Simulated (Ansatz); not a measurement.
A plane-wave DFT run in Ansatz 0.2.0 (scalar-relativistic PAW potentials unless the input names others): input and command.

```yaml
crystal:
  lattice:
    - [2.554580096, 0.0, 0.0]
    - [-1.277290048, 2.2123312591, 0.0]
    - [0.0, 0.0, 4.2245145352]
  atoms:
    - { symbol: B, position: [0.6666666667, 0.3333333333, 0.9998058547] }
    - { symbol: B, position: [0.3333333333, 0.6666666667, 0.4998058547] }
    - { symbol: "N", position: [0.4905124718, 0.3333333333, 0.7317152606] }
    - { symbol: "N", position: [0.3333333333, 0.6666666667, 0.1251941453] }
basis:
  ecutwfc: 420
kpoints:
  mp_grid: { grid: [12, 12, 6] }
hamiltonian:
  xc: pbe
scf:
  occupations: { method: gaussian, width: 0.05 }
  eigensolver: { kind: davidson }
  lower_state_search: full
output:
  forces: true
  eigenvalues: true
  stress: true
```

```bash
ansatz run input.yaml --threads 2 --pin off --max-ram 5120MiB --backend cpu --events-out ev --progress --plain --runs-dir out
```

Abridged log:
```
Basis set: ecut = 420 eV, 465 PW (Γ), exchange–correlation on 36×36×60 points (8 copies of the dense FFT grid, shifted against one another)
Bands: 12, of which v1, the nominal top of the filled ones, is band 8 counted from 1 (7 counted from 0)
Symmetry: 1 space group operations
k-points: 436 of 864 (time reversal used)
SCF iter   1: F=—  HF=-1079.291038 eV  |F-HF|=—  |Δ(HF+E_count)|=         —  Δρ=1.26e-2  dr2=2.74e-2  ethr=1.77e-3  ⟨swp⟩=7.2  Hψ=25106  notcnv=0
SCF iter   2: F=—  HF=-1079.285819 eV  |F-HF|=—  |Δ(HF+E_count)|=   5.22e-3  Δρ=4.87e-3  dr2=3.60e-3  ethr=1.71e-4  ⟨swp⟩=3.8  Hψ=12205  notcnv=0  defer=74
SCF iter   3: F=—  HF=-1079.285769 eV  |F-HF|=—  |Δ(HF+E_count)|=   4.96e-5  Δρ=8.80e-4  dr2=6.51e-5  ethr=4.02e-7  ⟨swp⟩=3.0  Hψ=22004  notcnv=0  defer=1
SCF iter   4: F=—  HF=-1079.285819 eV  |F-HF|=—  |Δ(HF+E_count)|=   4.99e-5  Δρ=2.24e-4  dr2=5.80e-6  ethr=4.02e-7  ⟨swp⟩=2.4  Hψ=9077  notcnv=0  defer=1
SCF iter   5: F=-1079.285822 eV  HF=-1079.285822 eV  |F-HF|=6.65e-8  |Δ(HF+E_count)|=   3.19e-6  Δρ=3.05e-5  dr2=7.86e-8  ethr=3.62e-8  ⟨swp⟩=3.0  Hψ=9851  notcnv=0  defer=1
SCF iter   6: F=-1079.285822 eV  HF=-1079.285822 eV  |F-HF|=9.57e-10  |Δ(HF+E_count)|=   8.85e-8  Δρ=6.27e-6  dr2=3.57e-9  ethr=4.91e-10  ⟨swp⟩=3.0  Hψ=12048  notcnv=0  defer=1
SCF 1 converged in 6 iterations: F = -1079.285822 eV  dr2 = 3.57e-9
  Residual-converged pass: ⟨swp⟩=3.0  Hψ=10341  notcnv=0  max |occ|·‖R‖ = 6.5e-6 eV (tolerance 6.7e-6 eV) dr2=3.67e-9  dr2_onsite=1.27e-10  max |Δocc| = 3.0e-13
SCF converged after 6 iterations
Free energy (F): -1079.285822 eV
Harris-Foulkes:  -1079.285822 eV  (|F-HF|=9.57e-10)
Internal energy: -1079.285822 eV  (E = F + TS)
E sigma→0 (E₀):  -1079.285822 eV
Entropy (-TS):    0.000000 eV ( 0.000 meV/atom)
Fermi energy:    12.936187 eV
--- Forces (eV/Å), atoms counted from 1 ---
  atom   1  B      2.31077598    -0.00742695    12.72798118
  atom   2  B     -0.57955631     1.11671142     2.92273768
  atom   3  N     -1.34533170    -1.52670595   -22.23589068
  atom   4  N     -0.38589489     0.41740464     6.58521710
--- Stress (GPa, compression-positive) ---
       40.965512       2.771221      16.223612
        2.771204      22.601687       3.725452
       16.223589       3.725453      91.094287
  P = ⅓ Tr σ = 51.5538 GPa (515.538 kbar)
```

Apart from outputs and empty bands, the input differs from a reference run on usual settings in scf.eigensolver.kind: not typed → "davidson"; scf.lower_state_search: not typed → "full". The reference, at the same geometry (not necessarily relaxed), gave pressure 51.55 GPa, largest force 22.329 eV/Å, gap on the mesh 0.26 eV. This run converged in 6 SCF iterations (reference: 6) with an energy at zero smearing within 0.01 meV/atom of the reference's, pressure 51.55 GPa, largest force 22.329 eV/Å, gap on the mesh 0.26 eV.

It took 20 s on 2 threads of Intel(R) Xeon(R) Platinum 8259CL CPU @ 2.50GHz (Skylake/Cascade Lake), with other jobs on the host, peak memory 0.44 GiB.